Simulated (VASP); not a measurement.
The system is MoP.

```
CELL_PARAMETERS angstrom
3.22300 0.00000 0.00000
-1.61150 2.79120 0.00000
0.00000 0.00000 3.19100
ATOMIC_POSITIONS crystal
Mo 0.00000 0.00000 0.00000
P 0.33333 0.66667 0.50000
```

* Program: VASP 6.6.1
* Task: relaxation of cell and atoms
* Functional: PBEsol
* Potentials or basis: VASP PAW PBE potentials, release 64 (Mo_sv, P)
* Cutoff: 600 eV
* k mesh: 15 × 15 × 11
* Occupations: methfessel-paxton, width 0.1 eV
* Spin: no spin polarisation

At the start: pressure -3.5 GPa; volume 14.35 Å³/atom.

Task: How do energy, volume and symmetry change on relaxing?

Result: Over 3 steps the energy falls by 2.3 meV/atom and the volume is 14.15 Å³/atom (-1.4 %); space group P-6m2 (No. 187, to 0.05 Å).

The path:
| step | energy change (eV) | largest force (eV/Å) | pressure (GPa) | volume (Å³) |
| --- | --- | --- | --- | --- |
| 1 | 0.0000 | 0.0000 | -3.45 | 28.71 |
| 2 | 0.0171 | 0.0000 | 8.10 | 27.44 |
| 3 | -0.0046 | 0.0000 | -0.04 | 28.30 |

Final structure:
```
Mo P
1.0
     3.20944    0.00000    0.00000
    -1.60472    2.77946    0.00000
     0.00000    0.00000    3.17246
Mo P
1 1
Direct
  0.00000 0.00000 0.00000
  0.33333 0.66667 0.50000
```

Caveat: the PAW data sets were made with another functional, which shifts forces and pressure a little.
